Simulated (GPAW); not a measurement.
Records of electronic-structure calculations.

```json
{"subject": "GaSb (honeycomb monolayer): one start, several treatments of the self-energy", "lattice_ang": [[4.2655, -0.0, 0.0], [-2.1327, 3.694, 0.0], [0.0, 0.0, 11.4]], "atoms": [["Ga", 0.3333, 0.6667, 0.471], ["Sb", 0.6667, 0.3333, 0.529]], "method": "DFT, LDA, plane waves, PAW (and 3 further levels or steps)", "program": "GPAW 26.7.0", "settings_of_one_run": "cutoff 450 eV, GPAW PAW setups 1.2.1 data release, 6×6×1 k-mesh, nbands 301", "notes": "The structure was relaxed with LDA. Limits: no spin-orbit coupling. Bands and cutoff are finite, so the gap is not at the basis limit. The miss can reach some tenths of an eV and take either sign; the mesh is an error of its own. The program warns of a poor linear fit in the extrapolation of some level, so the extrapolated values are rough.", "results": {"one_shot_hse06": "1.816 eV", "g0w0_extrapolated_in_the_cutoff": "2.410 eV", "one_shot_pbe0": "2.433 eV", "known_limits": "not at the basis limit; no spin-orbit coupling"}}
```

[Paths, hosts, dates, memory and timing lines, banners, echoed tables and standing remarks are left out of the program output.]

[Logs are printed without paths, hosts, clocks, repeated set-up lines and the standing remarks that a program may print on its own settings, such as how far it seeks lower states.]

[Runs of the session that timed out or met a known fault of the program may be left out.]

[Hosts, paths, dates, database ids (printed as entryN), source tags and the programs' standing remarks are cut or masked in the printed files.]
